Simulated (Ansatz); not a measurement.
# Relativistic treatment of Pb

```xyz
2
Lattice="3.4800 0.0000 0.0000 -1.7400 3.0138 0.0000 0.0000 0.0000 5.5900" Properties=species:S:1:pos:R:3 pbc="T T T"
Pb    0.0000    2.0092    1.3975
Pb    1.7400    1.0046    4.1925
```

Atom numbers follow the list: Pb1, Pb2.

The cell is COD entry 1537623, as deposited and not checked against the literature; nothing was relaxed.

One fixed cell is solved with PBE by PAW with the default files in Ansatz 0.2.0 under different relativistic treatments. Pressure is positive in compression.

Numerical set-up: a Γ-centred 14×14×8 k mesh, Fermi–Dirac smearing of 0.08 eV, cutoff 420 eV, no spin polarisation.

```tsv
setting	P (GPa)	lowest level at Γ above −25 eV, from the valence-band top or, without a gap, the Fermi level (eV)
scalar-relativistic	?	-17.12
with spin–orbit coupling	4.16	?
```

Fill in "lowest level at Γ above −25 eV, from the valence-band top or, without a gap, the Fermi level (eV)" for the row "with spin–orbit coupling".

-18.32.

What belongs in the row "scalar-relativistic", column "P (GPa)"?

4.06.
